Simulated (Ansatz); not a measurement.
**K2S: a single-point run**

The task is a single-point run on K2S. The structure is shown as the input types it.

Computed with Ansatz 0.2.0 (density functional or hybrid calculation with the settings of its input, plane waves (as first typed), unless a step's input says otherwise).

3 further runs of the same task are left out: 1 for a known fault of the program, 2 that didn't finish.

### 1 The system as given

Symmetry: Fm-3m, No. 225, cubic system. The conventional cell has a = 7.405 Å, b = 7.405 Å, c = 7.405 Å, α = 90.00°, β = 90.00°, γ = 90.00°. K (site symmetry -43m) has 4 S at 3.21 Å as nearest neighbours. S (site symmetry m-3m) is surrounded by 8 K at 3.21 Å.

As a file:

```xyz
3
Lattice="0.0000 3.7027 3.7027 3.7027 0.0000 3.7027 3.7027 3.7027 0.0000" Properties=species:S:1:pos:R:3 pbc="T T T"
K     1.8514    1.8514    1.8514
K     5.5541    5.5541    5.5541
S     0.0000    0.0000    0.0000
```

### 2 The run

Contents of input.yaml:

```yaml
crystal:
  lattice:
    - [0.0, 3.7027186978, 3.7027186978]
    - [3.7027186978, 0.0, 3.7027186978]
    - [3.7027186978, 3.7027186978, 0.0]
  atoms:
    - { symbol: K, position: [0.25, 0.25, 0.25] }
    - { symbol: K, position: [0.75, 0.75, 0.75] }
    - { symbol: S, position: [0.0, 0.0, 0.0] }
kpoints:
  mp_grid: { grid: [4, 4, 4] }
hamiltonian:
  xc: hse06
scf:
  occupations: { method: fixed }
  n_extra_bands: 4
  exx: { max_outer_iter: 2 }
output:
  forces: true
  stress: true
  eigenvalues: true
```

Launch:

```bash
ansatz run input.yaml --threads 4 --pin off --max-ram 3686MiB --backend cpu --events-out ev --progress --plain --runs-dir out
```

Q: Will this input give a usable result? If not, why, and what should change?

The program finished normally, with warnings (stress exchange threshold loose, stress scf threshold loose). Its log warns: «output.stress: scf.convergence.dr2_threshold = 1e-7 eV (the SCF's general default) is looser than the 3e-10 eV advised for a printed stress (1e-10 eV for each atom of the ...»

The suspect setting: scf.exx.max_outer_iter is 2. What could go wrong: too low a cap on iterations. It still converged here, which does not make the setting sound.

Run again and compare: delete scf.exx.max_outer_iter (the default then holds).
